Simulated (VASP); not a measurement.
Here is a VASP 6.6.1 calculation.

File INCAR:

```
SYSTEM = SnO
PREC = Accurate
ENCUT = 520
EDIFF = 1E-7
ISMEAR = -1
SIGMA = 0.05
LREAL = .False.
LASPH = .True.
NELM = 80
ALGO = Normal
ISIF = 2
LWAVE = .False.
LCHARG = .False.
GGA = PE
NBANDS = 28
```

File KPOINTS:

```
Automatic mesh
0
Gamma
  7 7 6
  0 0 0
```

The input POSCAR:

```
SnO
1.0
    3.8136952200      0.0000000000      0.0000000000
    0.0000000000      3.8136952200      0.0000000000
    0.0000000000      0.0000000000      4.8869133000
Sn O
2 2
Direct
    0.5000000000      0.0000000000      0.7646261400
    0.0000000000      0.5000000000      0.2353738600
    0.0000000000      0.0000000000      0.0000000000
    0.5000000000      0.5000000000      0.0000000000
```

Potentials or basis: VASP PAW PBE potentials, release 64 (Sn_d, O).

Launch:

```bash
$ cat potpaw_PBE.64/Sn_d/POTCAR potpaw_PBE.64/O/POTCAR > POTCAR
$ mpirun -np 1 vasp_std > vasp.out
```

**Question.** Estimate the band gap on the k mesh.

**Answer.** 0.38 eV, indirect (least direct gap 2.05 eV).

**Question.** What does it give for the pressure?

**Answer.** 3.8 GPa.

**Question.** Estimate the largest force.

**Answer.** 0.457 eV/Å.

Forces on the atoms (eV/Å):
```
Sn   0.000  0.000 -0.457
Sn   0.000  0.000  0.457
O    0.000  0.000  0.000
O    0.000  0.000  0.000
```

Caveat: spin-orbit coupling is left out, which moves the levels of the heavy elements; an odd mesh through Γ misses points on the zone boundary, where band edges often lie. As with any semilocal functional, this PBE gap is likely too small.
